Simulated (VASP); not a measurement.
Write the native input for VASP 6.6.1 that does the following.

```yaml
Task: relaxation of the atoms
Functional: PBEsol
Potentials_or_basis: VASP PAW PBE potentials, release 64 (Ta_pv, C)
Cutoff: 600 eV
k_mesh: 14 × 14 × 14
Occupations: methfessel-paxton, width 0.1 eV
Spin: no spin polarisation
Further_INCAR_settings: ALGO = Fast; EDIFF = 1e-07; IBRION = 2; EDIFFG = -0.01; NSW = 40
```

The structure of TaC lies in POSCAR:

```
TaC                                     
1.0
    0.0000000000      2.1761673034      2.1761673034
    2.1761673034      0.0000000000      2.1761673034
    2.1761673034      2.1761673034      0.0000000000
  Ta              C             
     1     1
Direct
     0.0000000000000000    0.0000000000000000    0.0000000000000000
     0.5000000000000000    0.5000000000000000    0.5000000000000000
```

The cell isn't the ideal one: a relaxed cell with its volume scaled by 0.94.

One way to write it, as run:

INCAR

```
PREC = Accurate ; ENCUT = 600
EDIFF = 1E-7 ; ISMEAR = 1
SIGMA = 0.1 ; LREAL = False
LASPH = True ; NELM = 80
ALGO = Fast ; ISIF = 2
LWAVE = False ; LCHARG = False
GGA = PS ; IBRION = 2
NSW = 40 ; EDIFFG = -0.01
```

KPOINTS

```
Automatic mesh
0
Gamma
  14 14 14
```

Potentials or basis: VASP PAW PBE potentials, release 64 (Ta_pv, C).

Command:

```sh
$ cat potpaw_PBE.64/Ta_pv/POTCAR potpaw_PBE.64/C/POTCAR > POTCAR
$ mpirun -np 1 vasp_std > vasp.out
```

Results of the run:

```json
{
 "Pressure after relaxing": "24.3 GPa",
 "Band gap on the k mesh": "none (metal or under the smearing width)"
}
```

Caveat: the relaxation stopped at its first step, so nothing moved; the PAW data sets were made with another functional, which shifts forces and pressure a little.

Run time: 35 s on 1 thread of Intel(R) Xeon(R) Platinum 8259CL CPU @ 2.50GHz (Skylake/Cascade Lake), on a shared host, peak memory 0.18 GiB.
